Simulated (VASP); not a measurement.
# Sc (Pm-3m) in VASP: notebook, part 2 of 2

VASP 6.6.1. The steps go on from the part before.

### Step 4. Single point, LDA

This run uses another cell than the first one, of 23.01 Å³/atom, 0.990 times its volume.

The input, INCAR:

```
SYSTEM = Sc
PREC = Accurate ; ENCUT = 520
EDIFF = 1E-7 ; ISMEAR = -1
SIGMA = 0.05 ; LREAL = .False.
LASPH = .True. ; NELM = 100
ALGO = Normal ; ISIF = 2
LWAVE = .False. ; LCHARG = .True.
GGA = CA ; LELF = .True.
LVHAR = .True. ; NBANDS = 12
```

The input, KPOINTS:

```
regular mesh
0
Gamma
  7 7 7
  0 0 0
```

The input, POSCAR:

```
Sc
1.0
    2.8443636822      0.0000000000      0.0000000000
    0.0000000000      2.8443636822      0.0000000000
    0.0000000000      0.0000000000      2.8443636822
Sc
1
Direct
    0.0000000000      0.0000000000      0.0000000000
```

Potentials or basis: VASP PAW LDA potentials, release 64 (Sc_sv).

Command:

```
$ cat potpaw_LDA.64/Sc_sv/POTCAR > POTCAR
$ mpirun -np 1 vasp_std > vasp.out
```

OUTCAR:

```text
SYSTEM = Sc
   PREC = Accurate
   ENCUT = 520
   EDIFF = 1E-7
   ISMEAR = -1
   LREAL = .False.
   LASPH = .True.
   NELM = 100
   ISIF = 2
   GGA = CA

 ion  position               nearest neighbor table
   1  0.000  0.000  0.000-

  LATTYP: Found a simple cubic cell.
 ALAT       =     2.8443636822

  Lattice vectors:

 A1 = (   2.8443636822,   0.0000000000,   0.0000000000)
 A2 = (   0.0000000000,   2.8443636822,   0.0000000000)
 A3 = (   0.0000000000,   0.0000000000,   2.8443636822)

Analysis of symmetry for initial positions (statically):
=====================================================================
 Subroutine PRICEL returns:
 Original cell was already a primitive cell.

 Routine SETGRP: Setting up the symmetry group for a
 simple cubic supercell.

 Subroutine GETGRP returns: Found 48 space group operations
 (whereof 48 operations were pure point group operations)
 out of a pool of 48 trial point group operations.

The static configuration has the point symmetry O_h .

Analysis of symmetry for dynamics (positions and initial velocities):
[... 159 lines left out ...]

 k-point     1 :       0.0000    0.0000    0.0000
  band No.  band energies     occupation
      1     -44.8780      2.00000
      2     -23.4588      2.00000
      3     -23.4588      2.00000
      4     -23.4588      2.00000
      5      -1.1833      2.00000
      6       3.2981      2.00000
      7       3.2981      2.00000
      8       8.2571      0.00000
      9       8.2571      0.00000
     10       8.2571      0.00000
     11      17.3564      0.00000
     12      17.3564      0.00000
[... 271 lines left out ...]
 k-point    20 :       0.4286    0.4286    0.4286
  band No.  band energies     occupation
      1     -44.5840      2.00000
      2     -23.9983      2.00000
      3     -23.9923      2.00000
      4     -23.9923      2.00000
      5       3.1957      2.00000
      6       3.5279      1.99962
      7       3.5279      1.99962
      8       8.8024      0.00000
      9       8.8024      0.00000
     10      11.8378      0.00000
     11      12.5256      0.00000
     12      14.0492      0.00000

------------------------ aborting loop because EDIFF is reached ----------------------------------------

  FORCE on cell =-STRESS in cart. coord.  units (eV):
  Direction    XX          YY          ZZ          XY          YZ          ZX
  --------------------------------------------------------------------------------------
  -------------------------------------------------------------------------------------
  Total        0.0731786      0.0731786      0.0731786      0.0000000     -0.0000000     -0.0000000
  in kB        5.0949433      5.0949433      5.0949433      0.0000000     -0.0000000     -0.0000000
  external PRESSURE =       5.0949433 kB  Pullay stress =       0.0000000 kB

 VOLUME and BASIS-vectors are now :
 -----------------------------------------------------------------------------
  energy-cutoff  :      520.00
  volume of cell :       23.01
      direct lattice vectors                 reciprocal lattice vectors
     2.844363682  0.000000000  0.000000000     0.351572482  0.000000000  0.000000000
     0.000000000  2.844363682  0.000000000     0.000000000  0.351572482  0.000000000
     0.000000000  0.000000000  2.844363682     0.000000000  0.000000000  0.351572482

 POSITION                                       TOTAL-FORCE (eV/Angst)
 -----------------------------------------------------------------------------------
      0.00000      0.00000      0.00000         0.000000      0.000000      0.000000
 -----------------------------------------------------------------------------------
    total drift:                                0.000000     -0.000000      0.000000

  FREE ENERGIE OF THE ION-ELECTRON SYSTEM (eV)
  ---------------------------------------------------
  free  energy   TOTEN  =        -5.9988224486 eV

  energy  without entropy=       -5.9816320994  energy(sigma->0) =       -5.99022727
```

OSZICAR:

```text
N       E                     dE             d eps       ncg     rms          rms(c)
DAV:   1     0.708911174956E+02    0.70891E+02   -0.50545E+03   488   0.918E+02
DAV:   2    -0.502337272004E+01   -0.75914E+02   -0.74177E+02   480   0.281E+02
DAV:   3    -0.654478592342E+01   -0.15214E+01   -0.14864E+01   692   0.550E+01
DAV:   4    -0.656111654456E+01   -0.16331E-01   -0.16322E-01   600   0.404E+00
DAV:   5    -0.656131189179E+01   -0.19535E-03   -0.19535E-03   672   0.374E-01    0.570E+00
DAV:   6    -0.606216185677E+01    0.49915E+00   -0.77017E-01   712   0.130E+01    0.162E+00
DAV:   7    -0.600417408020E+01    0.57988E-01   -0.89807E-02   748   0.412E+00    0.442E-01
DAV:   8    -0.599887050903E+01    0.53036E-02   -0.92859E-03   508   0.138E+00    0.141E-01
DAV:   9    -0.599883320031E+01    0.37309E-04   -0.43127E-04   756   0.325E-01    0.353E-02
DAV:  10    -0.599882930918E+01    0.38911E-05   -0.10771E-04   732   0.142E-01    0.135E-02
DAV:  11    -0.599882266885E+01    0.66403E-05   -0.89360E-06   744   0.409E-02    0.257E-03
DAV:  12    -0.599882247643E+01    0.19242E-06   -0.28976E-07   740   0.698E-03    0.872E-04
DAV:  13    -0.599882244858E+01    0.27849E-07   -0.46367E-08   300   0.315E-03
   1 F= -.59988224E+01 E0= -.59902273E+01  d E =-.171903E-01
```

Run time: 3.4 s. Hardware: 1 thread of Intel Xeon Platinum 8375C at 2.90GHz (Ice Lake), shared host; peak memory 0.12 GiB.

Results:

| Item | Value |
| --- | --- |
| Free energy | -5.9988 eV |
| Pressure | 0.5 GPa |
| Band gap on the k mesh | none (metal or under the smearing width) |

### Step 5. Overview

```tsv
task	cell	cutoff (eV)	gap on the mesh (eV)	pressure (GPa)
single point	Pm-3m, 23.24 Å³/atom	520	none	0.1
relaxation of cell and atoms	relaxed	600	none	0.1
single point	Pm-3m, 23.01 Å³/atom	520	none	0.5
```

Alike in all rows: level LDA; potentials or basis VASP PAW LDA potentials, release 64 (Sc_sv); no spin polarisation; k mesh 7 × 7 × 7; smearing fermi-dirac 0.05 eV.

Caveats: the relaxation stopped at its first step, so nothing moved (some runs).

Total energies depend on the potentials used, so only differences within one code and one set of settings carry meaning.
